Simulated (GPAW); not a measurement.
**Al2Au: single point with PBE**

Al2Au:

```
Au Al
1.0
     0.00000    3.00000    3.00000
     3.00000    0.00000    3.00000
     3.00000    3.00000    0.00000
Au Al
1 2
Cartesian
  0.0066 0.0060 -0.0555
  4.5597 4.4825 4.4633
  1.5347 1.5050 1.4800
```

The cell isn't the ideal one: atoms moved at random, drawn with an rms of 0.05 Å.

```yaml
Program: GPAW 26.7.0
Task: single point
Functional: PBE
Potentials_or_basis: GPAW PAW data sets (gpaw-data 1.2.1)
Cutoff: 600 eV
Basis: pw
k_mesh: 8 × 8 × 8
Occupations: fermi-dirac, width 0.05 eV
Spin: no spin polarisation
```

```
Pressure               : 3.8 GPa
Largest force          : 0.424 eV/Å
Band gap on the k mesh : none (metal or under the smearing width)
```

Forces on the atoms (eV/Å):
```
Au   0.347 -0.107  0.218
Al  -0.253  0.113 -0.043
Al  -0.094 -0.006 -0.174
```

Stress tensor (GPa, compression positive):
```
 3.79 -0.42 -0.40
-0.42  3.86  0.52
-0.40  0.52  3.83
```

Levels at points of the mesh, in eV from the Fermi level:
```csv
k point,band 5,band 6,band 7,band 8,band 9,band 10,band 11,band 12,band 13,band 14
"(0.00, 0.00, 0.00)",-5.68,-5.68,2.31,2.88,2.96,2.96,3.90,3.91,3.92,5.79
"(0.00, 0.00, 0.50)",-5.57,-5.54,-5.43,0.31,0.44,3.29,3.60,3.78,3.85,8.90
"(0.00, 0.50, 0.00)",-5.56,-5.54,-5.42,0.32,0.43,3.32,3.60,3.74,3.84,8.90
"(0.00, 0.50, 0.50)",-5.79,-5.38,-5.03,-2.12,-2.12,1.25,2.08,7.80,9.78,9.82
"(0.50, 0.00, 0.00)",-5.57,-5.57,-5.51,0.32,0.34,3.35,3.61,3.82,3.85,8.98
"(0.50, 0.00, 0.50)",-5.79,-5.38,-5.03,-2.12,-2.11,1.25,2.08,7.80,9.78,9.82
"(0.50, 0.50, 0.00)",-5.79,-5.38,-5.03,-2.12,-2.12,1.25,2.08,7.80,9.79,9.81
"(0.50, 0.50, 0.50)",-5.57,-5.54,-5.44,0.31,0.43,3.31,3.60,3.75,3.86,8.90
```

It took 2.5 min on 1 thread of Arm Neoverse V2 (shared host), peak memory 0.4 GiB.

Caveat: with this Au data set, volumes or pressures lay over 1.5 % or 2 GPa off other programs in two to four cells of ten. Spin-orbit coupling is left out, which matters for the levels of Au.
